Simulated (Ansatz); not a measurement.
Wanted: the native input for an Ansatz 0.2.0 run.

| Quantity | Value |
| --- | --- |
| Task | band structure |
| Functional | r2SCAN |
| Potentials or basis | Ansatz PAW |
| Cutoff | 500 eV (not typed: the program's choice for these potentials) |
| k mesh | 12 × 12 × 12 |
| Occupations | fermi-dirac, width 0.05 eV |
| Spin | no spin polarisation |
| Path | [["G", "X", "W", "K", "G", "L", "U", "W", "L", "K"], ["U", "X"]] |
| Points for each segment of the path | 14 |

Pd:

```
Pd
1.0
     0.00000    1.94650    1.94650
     1.94650    0.00000    1.94650
     1.94650    1.94650    0.00000
Pd
1
Direct
  0.00000 0.00000 0.00000
```

The input as run:

input.yaml

```yaml
crystal:
  lattice:
    - [0.0, 1.9465, 1.9465]
    - [1.9465, 0.0, 1.9465]
    - [1.9465, 1.9465, 0.0]
  atoms:
    - { symbol: Pd, position: [0.0, 0.0, 0.0] }
hamiltonian:
  xc: r2scan
  pseudopotentials: { kind: paw }
kpoints:
  mp_grid: { grid: [12, 12, 12] }
  band_path:
    path:
      - [[0.0, 0.0, 0.0], [0.5, 0.0, 0.5], [0.5, 0.25, 0.75], [0.375, 0.375, 0.75], [0.0, 0.0, 0.0], [0.5, 0.5, 0.5], [0.625, 0.25, 0.625], [0.5, 0.25, 0.75], [0.5, 0.5, 0.5], [0.375, 0.375, 0.75]]
      - [[0.625, 0.25, 0.625], [0.5, 0.0, 0.5]]
    npoints: 14
scf:
  occupations: { method: fermi_dirac, width: 0.05 }
  n_extra_bands: 6
output:
  forces: true
  stress: true
  eigenvalues: true
  fatbands: true
```

Potentials or basis: Ansatz PAW.

Launch:

```bash
$ ansatz run input.yaml --threads 2 --pin off --max-ram 5632MiB --backend cpu --events-out ev --progress --plain --runs-dir out
```

It gave:

The pressure is 2.1 GPa. The band gap on the k mesh is none (metal or under the smearing width).

Caveat: the PAW data sets come from PBE, with cores solved anew for the run's functional, which leaves a small shift of forces and pressure.

It took 3.4 s on 2 threads of Intel(R) Xeon(R) Platinum 8259CL CPU @ 2.50GHz (Skylake/Cascade Lake) (shared host), peak memory 0.36 GiB.
